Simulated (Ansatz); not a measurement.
H interstitial in SiO2

Level of theory: PBE, collinear spin where a state has unpaired electrons to hold, scalar-relativistic; Ansatz, plane waves to 420 eV (PAW set soft_2), k-mesh 2×2×2 shifted by half a step.

The relaxed host crystal (Kohn–Sham gap 5.74 eV over the whole zone):

```xyz
6
Lattice="-2.5131 2.5131 3.6859 2.5131 -2.5131 3.6859 2.5131 2.5131 -3.6859" Properties=species:S:1:pos:R:3 pbc="T T T"
Si    0.0000    0.0000    0.0000
Si    0.0000    2.5131    1.8429
O     0.4648    1.2566    0.9215
O     1.2566    2.9780    2.7644
O    -1.2566    2.0483    2.7644
O    -0.4648    3.7697    0.9215
```

Supercell of 24 atoms, rows of the matrix [[-1,1,0],[-1,-1,-2],[-1,-1,0]] times the cell vectors; H interstitial at (0.250, 0.750, 0.500) in fractions of the cell above. Atoms are relaxed at the host's cell, from a start shaken by 0.05 Å near the defect; charged cells sit in a uniform background.

Task: How does the lattice relax around the defect, and where do the electrons go?

Result: Nearest atoms to the added H: charge +1: O 0.98 Å, Si 2.30 Å, Si 2.30 Å, O 2.52 Å, O 2.53 Å, O 2.90 Å, O 3.05 Å, Si 3.18 Å; charge 0: O 2.58 Å, O 2.59 Å, O 2.59 Å, O 2.59 Å, O 3.06 Å, O 3.08 Å, O 3.08 Å, O 3.08 Å.

The largest move of an atom from its ideal place is 1.8 Å at charge +1, 0.0 Å at charge 0, so the cell at charge +1 rearranged and didn't merely relax.

```csv
charge,moment of the cell (μB),moment on H (μB),gap of the cell on the mesh (eV),carriers
+1,0.00,0.00,6.16,none in the bands
0,1.00,0.79,4.40,none in the bands
```

On this mesh the host's own supercell has a gap of 6.68 eV.

The cells of these charges didn't relax alike (a rearrangement in some, or a distortion of the host), so no level or lowest charge is given.

Formation energy of the neutral defect: 2.43 eV, taking atoms from and to the elements' standard states (no corrections for gases), so it belongs to those chemical potentials alone.

Relaxed cell at charge 0:

```
SiO2 H_i charge 0
1.0
     5.0263   -5.0263    0.0000
    -5.0263   -5.0263    0.0000
     0.0000    0.0000   -7.3717
Si O H
8 16 1
Direct
  0.4995 0.5007 0.0019
  0.9984 0.5009 0.5011
  0.0003 0.0014 0.0019
  0.4991 0.0002 0.5011
  0.7491 0.2503 0.2515
  0.2496 0.2514 0.7510
  0.2491 0.7503 0.2515
  0.7496 0.7514 0.7520
  0.9193 0.3293 0.3771
  0.4211 0.3308 0.8752
  0.4202 0.8284 0.3769
  0.9198 0.8311 0.8771
  0.8290 0.0797 0.1267
  0.3284 0.0815 0.6249
  0.3280 0.5788 0.1269
  0.8282 0.5802 0.6268
  0.6702 0.4213 0.1268
  0.1696 0.4207 0.6249
  0.1712 0.9222 0.1269
  0.6699 0.9219 0.6268
  0.5777 0.1706 0.3754
  0.0794 0.1725 0.8771
  0.0768 0.6716 0.3752
  0.5806 0.6723 0.8791
  0.2502 0.7504 0.7503
```

Caveats: semilocal functionals make gaps too small, which shifts levels too; small supercell, so energies and levels can be off by tenths of an eV; one random start near the defect, so other minima are possible.
